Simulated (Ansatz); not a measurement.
CdS:

```
CELL_PARAMETERS angstrom
0.00000 2.75324 2.75324
2.75324 0.00000 2.75324
2.75324 2.75324 0.00000
ATOMIC_POSITIONS crystal
Cd 0.00000 0.00000 0.00000
S 0.50000 0.50000 0.50000
```

Measurements of this composition are mostly on another form, of space group No. 186.

| Property | Result |
| --- | --- |
| Program | Ansatz 0.2.0 |
| Task | relaxation of cell and atoms |
| Functional | LDA |
| Potentials or basis | Ansatz PAW |
| Cutoff | 420 eV |
| Density cutoff | 1680 eV |
| k mesh | 8 × 8 × 8 |
| Occupations | methfessel-paxton, width 0.05 eV |
| Spin | spin-orbit coupling, no magnetisation |

At the start: pressure -6.9 GPa; volume 20.87 Å³/atom.

**Question.** How do energy, volume and symmetry change on relaxing?

**Answer.** Over 4 steps the energy falls by 43.9 meV/atom and the volume is 19.03 Å³/atom (-8.8 %); space group Fm-3m (No. 225, to 0.05 Å).

Step by step:
```csv
step,energy change (eV),largest force (eV/Å),pressure (GPa),volume (Å³)
1,0.0000,0.0000,-6.92,41.74
2,-0.0316,0.0000,-5.75,40.94
3,-0.0865,0.0000,1.01,37.62
4,-0.0877,0.0000,-0.10,38.07
```

Final structure:
```
Cd S
1.0
     0.00000    2.67001    2.67001
     2.67001    0.00000    2.67001
     2.67001    2.67001    0.00000
Cd S
1 1
Direct
  0.00000 0.00000 0.00000
  0.50000 0.50000 0.50000
```
